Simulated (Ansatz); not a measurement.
# MgO: the cell at several levels of theory

How does the equilibrium cell of MgO in the h-MgO structure depend on the functional? It is relaxed with PBE, r2SCAN, PBEsol, LDA and HSE06. This is a trial cell built on a prototype, not taken from a measured structure, and it needn't be the compound's ground state.

The runs shown are made with Ansatz 0.2.0. PAW datasets, plane waves, zero pressure. No spin polarisation. The prototype was imposed, so other structures may be more stable.

### 1 The cell

This is the cell as the run starts from it, not yet at rest; its lengths are not the crystal's.

The symmetry is P6_3/mmc (No. 194, hexagonal); a = 3.250 Å, c = 4.063 Å in the conventional setting, 9.29 Å³ an atom. Around Mg lie 5 O at 1.88–2.03 Å; around O lie 5 Mg at 1.88–2.03 Å.

As a file:

```cif
data_structure
_symmetry_space_group_name_H-M 'P6_3/mmc'
_symmetry_Int_Tables_number 194
_cell_length_a 3.2504
_cell_length_b 3.2504
_cell_length_c 4.0628
_cell_angle_alpha 90.000
_cell_angle_beta 90.000
_cell_angle_gamma 120.000
_cell_volume 37.17
loop_
_atom_site_label
_atom_site_type_symbol
_atom_site_symmetry_multiplicity
_atom_site_Wyckoff_symbol
_atom_site_fract_x
_atom_site_fract_y
_atom_site_fract_z
_atom_site_occupancy
Mg1 Mg 2 c 0.33333 0.66667 0.25000 1
O1 O 2 d 0.66667 0.33333 0.25000 1
```

### 2 Relaxing with PBE

File input.yaml:

```yaml
crystal:
  lattice:
    - [3.2503830519, 0.0, 0.0]
    - [-1.625191526, 2.814914295, 0.0]
    - [0.0, 0.0, 4.0627629]
  atoms:
    - { symbol: Mg, position: [0.3333333333, 0.6666666667, 0.25] }
    - { symbol: Mg, position: [0.6666666667, 0.3333333333, 0.75] }
    - { symbol: O, position: [0.6666666667, 0.3333333333, 0.25] }
    - { symbol: O, position: [0.3333333333, 0.6666666667, 0.75] }
kpoints:
  mp_grid: { grid: [12, 12, 6] }
hamiltonian:
  xc: pbe
scf:
  occupations: { method: fermi_dirac, width: 0.02 }
relax:
  f_tol: 0.005
  cell: {}
output:
  write_density: true
  write_potential: true
  elf: true
  volumetric_format: npy
```

Command:

```bash
$ ansatz run input.yaml --threads 2 --pin off --max-ram 2211MiB --backend cpu --events-out ev --progress --plain --runs-dir out
```

The runs that follow: Relaxation with r2SCAN; Relaxation with PBEsol; LDA: cell and atoms; Relaxing with HSE06.

Before running it: what results should come out? Wanted: for each run, a; c; volume; space group; SCF geometries.

**Answer**, as computed:

```
 level  a (Å)  c (Å)  volume (Å³/atom)  space group  SCF geometries
   PBE  3.521  4.239            11.374     P6_3/mmc              12
r2SCAN  3.484  4.185            10.999     P6_3/mmc               5
PBEsol  3.494  4.194            11.086     P6_3/mmc               7
   LDA  3.451  4.138            10.670     P6_3/mmc               7
 HSE06  3.484  4.184            10.996     P6_3/mmc               4
```

From the start to the first minimum the volume moved by +22.4 %. The volume runs from LDA (least) to PBE (most), a spread of 6.6 %, or 2.2 % in length if all axes shared it alike. The meshes differ: PBE 12×12×6, r2SCAN 12×12×6, PBEsol 12×12×6, LDA 12×12×6, HSE06 6×6×4.
